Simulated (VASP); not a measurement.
Set up this calculation in VASP 6.6.1, as the native input.

```
Task                   : single point
Functional             : PBE
Potentials or basis    : VASP PAW PBE potentials, release 64 (Ta_pv, N)
Cutoff                 : 520 eV
k mesh                 : 6 × 6 × 6
Occupations            : gaussian, width 0.1 eV
Spin                   : no spin polarisation
Dipole correction      : no
Further INCAR settings : ALGO = Normal; EDIFF = 1e-06; NBANDS = 33
```

The structure of TaN lies in POSCAR:

```
TaN
1.0
    5.2084956200      0.0000000000      0.0000000000
   -2.6042478100      4.5106892600      0.0000000000
    0.0000000000      0.0000000000      2.9147477100
Ta N
3 3
Direct
    0.0000000000      0.0000000000      0.0000000000
    0.3333333400      0.6666666900      0.5000000000
    0.6666666900      0.3333333400      0.5000000000
    0.3923921600      0.0000000000      0.0000000000
    0.6076078400      0.6076078400      0.0000000000
    0.0000000000      0.3923921600      0.0000000000
```

The cell comes from a database or a generator and needn't be the stable form of this composition.

These files were run (other wordings do the same):

INCAR

```
PREC = Accurate
ENCUT = 520
EDIFF = 1E-6
ISMEAR = 0
SIGMA = 0.1
LREAL = False
LASPH = True
NELM = 100
ALGO = Normal
ISIF = 2
LWAVE = False
LCHARG = False
GGA = PE
NBANDS = 33
```

KPOINTS

```
Automatic mesh
0
Gamma
  6 6 6
```

Potentials or basis: VASP PAW PBE potentials, release 64 (Ta_pv, N).

Run with:

```console
$ cat potpaw_PBE.64/Ta_pv/POTCAR potpaw_PBE.64/N/POTCAR > POTCAR
$ mpirun -np 1 vasp_std > vasp.out
```

Results of the run:

The pressure is 3.7 GPa. The largest force is 0.069 eV/Å. The band gap on the k mesh is none (metal or under the smearing width).

Run time: 54 s on 1 thread of Intel(R) Xeon(R) Platinum 8488C (Sapphire Rapids) (shared host), peak memory 0.21 GiB.
